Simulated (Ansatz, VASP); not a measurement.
# One calculation of BaTiO3, two programs

```
CELL_PARAMETERS angstrom
4.00600 0.00000 0.00000
0.00000 4.00600 0.00000
0.00000 0.00000 4.00600
ATOMIC_POSITIONS crystal
Ba 0.50000 0.50000 0.50000
Ti 0.00000 0.00000 0.00000
O 0.50000 0.00000 0.00000
O 0.00000 0.50000 0.00000
O 0.00000 0.00000 0.50000
```

Alike in both runs: task single point; functional RPBE; k mesh 6 × 6 × 6; no spin polarisation.

|  | VASP | Ansatz |
| --- | --- | --- |
| version | VASP 6.6.1 | Ansatz 0.2.0 |
| potentials or method | VASP PAW PBE potentials, release 64 (Ba_sv, Ti_sv, O) | plane waves, PAW |
| plane-wave cutoff (eV) | 520 | 510 |
| occupations | methfessel-paxton of order 1, width 0.05 eV | cold, width 0.05 eV |
| valence electrons in the cell | 40 | 40 |

Ansatz gave:

- pressure (GPa): 5.9

**Question.** What did VASP give for the same quantities?

**Answer.** Pressure (GPa): 7.7.

Caveats: the PAW data sets were made with another functional, which shifts forces and pressure a little (VASP). A k mesh can miss the band edges.
